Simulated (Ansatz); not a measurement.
# CsI: how the settings move a single-point run

Aim: see which settings change the result for CsI, by how much, and at what cost.

Computed with Ansatz 0.2.0 (reference: DFT, r2SCAN, plane waves, PAW, unless a step's input says otherwise).

5 further runs of the same task are left out: 2 for a known fault of the program, 3 that didn't finish.

### Step 1. The structure to begin with

The structure is cubic, space group Pm-3m (No. 221). The conventional cell has a = 4.608 Å, b = 4.608 Å, c = 4.608 Å, α = 90.00°, β = 90.00°, γ = 90.00°. Around Cs (site symmetry m-3m) lie 8 I at 3.99 Å. I (site symmetry m-3m) has 8 Cs at 3.99 Å as nearest neighbours.

Structure file:

```cif
data_structure
_symmetry_space_group_name_H-M 'Pm-3m'
_symmetry_Int_Tables_number 221
_cell_length_a 4.6081
_cell_length_b 4.6081
_cell_length_c 4.6081
_cell_angle_alpha 90.000
_cell_angle_beta 90.000
_cell_angle_gamma 90.000
_cell_volume 97.85
loop_
_atom_site_label
_atom_site_type_symbol
_atom_site_symmetry_multiplicity
_atom_site_Wyckoff_symbol
_atom_site_fract_x
_atom_site_fract_y
_atom_site_fract_z
_atom_site_occupancy
Cs1 Cs 1 a 0.00000 0.00000 0.00000 1
I1 I 1 b 0.50000 0.50000 0.50000 1
```

### Step 2. Baseline

input.yaml

```yaml
crystal:
  lattice:
    - [4.6081404514, 0.0, 0.0]
    - [0.0, 4.6081404514, 0.0]
    - [0.0, 0.0, 4.6081404514]
  atoms:
    - { symbol: Cs, position: [0.0, 0.0, 0.0] }
    - { symbol: I, position: [0.5, 0.5, 0.5] }
kpoints:
  mp_grid: { grid: [4, 4, 4] }
hamiltonian:
  xc: r2scan
scf:
  occupations: { method: fixed }
  n_extra_bands: 4
output:
  forces: true
  stress: true
  eigenvalues: true
```

Launch:

```
> ansatz run input.yaml --threads 4 --pin off --max-ram 3686MiB --backend cpu --events-out ev --progress --plain --runs-dir out
```

### Step 3. Variant: occupations.method fermi_dirac, occupations.width 0.001

input.yaml, as its differences from that of step 2:

```diff
@@ -13,3 +13,3 @@
 scf:
-  occupations: { method: fixed }
+  occupations: { method: fermi_dirac, width: 0.001 }
   n_extra_bands: 4
```

### Step 4. Changing settings: pseudopotentials.kind nc

input.yaml, as its differences from that of step 2:

```diff
@@ -12,2 +12,3 @@
   xc: r2scan
+  pseudopotentials: { kind: nc }
 scf:
```

### Step 5. Changed: ecutwfc 200

input.yaml, as its differences from that of step 2:

```diff
@@ -19 +19,3 @@
   eigenvalues: true
+basis:
+  ecutwfc: 200
```

### Step 6. Changing settings: mp_grid.grid [2, 2, 2]

input.yaml, as its differences from that of step 2:

```diff
@@ -9,3 +9,3 @@
 kpoints:
-  mp_grid: { grid: [4, 4, 4] }
+  mp_grid: { grid: [2, 2, 2] }
 hamiltonian:
```

### Step 7. Changing settings: occupations.method methfessel_paxton, occupations.width 0.001

input.yaml, as its differences from that of step 2:

```diff
@@ -13,3 +13,3 @@
 scf:
-  occupations: { method: fixed }
+  occupations: { method: methfessel_paxton, width: 0.001 }
   n_extra_bands: 4
```

### Step 8. Changing settings: exchange pbe, correlation pbe, coeff 0.35, omega 0.2078

input.yaml, as its differences from that of step 2:

```diff
@@ -11,3 +11,6 @@
 hamiltonian:
-  xc: r2scan
+  xc:
+    exchange: pbe
+    correlation: pbe
+    exx: { coeff: 0.35, omega: 0.2078 }
 scf:
```

What does the calculation give? Wanted: for each run, ending; energy change; pressure; gap; force.

The runs gave:

```csv
run,ending,energy change,pressure (GPa),gap (eV),force (eV/Å),cycles,time
reference,converged,0,0.0,4.52,0.00,6,2.8 s
"1: occupations.method fermi_dirac, occupations.width 0.001",converged,0.0 meV/atom (σ→0),0.0,4.52,0.00,6,3 s
2: pseudopotentials.kind nc,converged,not comparable,0.0,4.52,0.00,7,8.4 s
3: ecutwfc 200,converged,+4.85 eV/atom,-0.7,4.41,0.00,6,1.3 s
"4: mp_grid.grid [2, 2, 2]",converged,+92.9 meV/atom,0.8,4.45,0.00,6,2.4 s
"5: occupations.method methfessel_paxton, occupations.width 0.001",converged,0.0 meV/atom (σ→0),0.0,4.52,0.00,6,3 s
"6: exchange pbe, correlation pbe, coeff 0.35, omega 0.2078",converged,not comparable,0.1,5.20,0.00,10,33 s
```

Residual by cycle in the longest SCF loop of each run; runs are numbered as in the table. The quantity is the density residual dr2, in eV.

```csv
cycle,reference,run 1,run 2,run 3,run 4,run 5,run 6
1,0.00644,0.00642,3.03,0.357,0.0159,0.00642,0.00456
2,0.00169,0.0017,0.387,0.0401,0.0042,0.0017,0.00113
3,5.0e-5,5.1e-5,0.0157,0.00445,1.0e-4,5.1e-5,2.1e-4
4,1.3e-5,1.3e-5,8.1e-4,3.8e-5,1.5e-5,1.3e-5,2.1e-5
5,3.3e-7,3.5e-7,8.8e-6,1.5e-6,4.8e-7,3.5e-7,2.5e-6
6,2.6e-8,2.7e-8,2.3e-7,4.3e-8,9.3e-9,2.7e-8,-
7,-,-,7.0e-9,-,-,-,-
```

Run 3 ran under the cutoff that the potentials recommend, as the log warns, so basis error is mixed into its values, and swamps them where the cutoff is far short. Of the variants the dearest is «exchange pbe, correlation pbe, coeff 0.35, omega 0.2078» (33 s), the cheapest «ecutwfc 200» (1.3 s), on a shared host. The gap of the reference lacks spin-orbit coupling, though the cell holds I and Cs.
